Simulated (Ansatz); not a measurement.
**P under changes of volume**

One of the cells (132.548 Å³/atom); the others are scaled copies at fixed shape and fractional positions:

```
P
1.0
     3.28373    0.00000    0.00000
     0.00000   34.85703    0.00000
     0.00000    0.00000    4.63208
P
4
Direct
  0.50000 0.97026 0.90785
  0.50000 0.02974 0.09215
  0.00000 0.02974 0.40785
  0.00000 0.97026 0.59215
```

| Property | Result |
| --- | --- |
| Program | Ansatz 0.2.0 |
| Functional | LDA |
| Potentials or basis | Ansatz PAW |
| Cutoff | 420 eV (not typed: the program's choice for these potentials) |
| k mesh | 8 × 1 × 6 |
| Occupations | fermi-dirac, width 0.05 eV |
| Spin | no spin polarisation |

| volume (Å³/atom) | energy over the lowest point (meV/atom) | gap on the mesh (eV) | largest force (eV/Å) |
| --- | --- | --- | --- |
| 124.595 | ? | ? | ? |
| 127.246 | 1.95 | 0.81 | 0.470 |
| 129.897 | 0.00 | 0.83 | 0.297 |
| 132.548 | 2.10 | 0.84 | 0.171 |
| 135.199 | 7.83 | 0.85 | 0.173 |
| 137.850 | 16.81 | 0.86 | 0.279 |
| 140.501 | 28.70 | 0.88 | 0.404 |

**Question.** What does the run at 124.595 Å³/atom give?

**Answer.** Energy over the lowest point 8.43 meV/atom; gap on the mesh 0.78 eV; largest force 0.668 eV/Å.

Worked out: A Birch-Murnaghan fit of order 3 (a polynomial in V^(-2/3)) to the other rows has its minimum at 129.80 Å³/atom with B0 = V·E''(V) = 12.0 GPa and B' = 4.4 at fixed shape and positions, which overstates the stiffness. It gives 8.43 meV/atom at 124.595 Å³/atom, against the run's 8.43. A straight line through the other rows of the gap, of slope 0.649 eV per unit of ln V, extrapolates to 0.80 eV, against the run's 0.78.

Energies are extrapolated to zero smearing.

Caveats: the PAW data sets come from PBE, with cores solved anew for the run's functional, which leaves a small shift of forces and pressure.

A mesh can miss the band edges.
